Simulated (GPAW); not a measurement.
SiMo3:

```xyz
8
Lattice="4.8890 0.0000 0.0000 0.0000 4.8890 0.0000 0.0000 0.0000 4.8890" Properties=species:S:1:pos:R:3 pbc="T T T"
Mo    0.0000    2.4445    1.2223
Mo    0.0000    2.4445    3.6668
Mo    2.4445    1.2223    0.0000
Mo    3.6668    0.0000    2.4445
Mo    2.4445    3.6668    0.0000
Mo    1.2223    0.0000    2.4445
Si    2.4445    2.4445    2.4445
Si    0.0000    0.0000    0.0000
```

```yaml
Program: GPAW 26.7.0
Task: relaxation of cell and atoms
Functional: PBEsol
Potentials_or_basis: PAW data sets generated in the run's folder for this functional
Cutoff: 600 eV
Basis: pw
k_mesh: 4 × 4 × 4
Occupations: fermi-dirac, width 0.05 eV
Spin: no spin polarisation
```

At the start: pressure -3.6 GPa; volume 14.61 Å³/atom.

Task: How do energy, volume and symmetry change on relaxing?

Result: Over 3 steps the energy falls by 2.1 meV/atom and the volume is 14.40 Å³/atom (-1.4 %); space group Pm-3n (No. 223, to 0.05 Å).

Step by step:
```
step  energy change (eV)  largest force (eV/Å)  pressure (GPa)  volume (Å³)
   1              0.0000                0.0001           -3.62       116.86
   2             -0.0042                0.0001           -3.18       116.65
   3             -0.0171                0.0002            0.05       115.20
```

Final structure:
```cif
data_structure
_symmetry_space_group_name_H-M 'P 1'
_symmetry_Int_Tables_number 1
_cell_length_a 4.8658
_cell_length_b 4.8658
_cell_length_c 4.8658
_cell_angle_alpha 90.000
_cell_angle_beta 90.000
_cell_angle_gamma 90.000
_cell_volume 115.20
loop_
_atom_site_label
_atom_site_type_symbol
_atom_site_fract_x
_atom_site_fract_y
_atom_site_fract_z
_atom_site_occupancy
Mo1 Mo 0.00000 0.50000 0.25000 1
Mo2 Mo 0.00000 0.50000 0.75000 1
Mo3 Mo 0.50000 0.25000 0.00000 1
Mo4 Mo 0.75000 0.00000 0.50000 1
Mo5 Mo 0.50000 0.75000 0.00000 1
Mo6 Mo 0.25000 0.00000 0.50000 1
Si1 Si 0.50000 0.50000 0.50000 1
Si2 Si 0.00000 0.00000 0.00000 1
```

Caveat: later steps reuse the first step's grids.
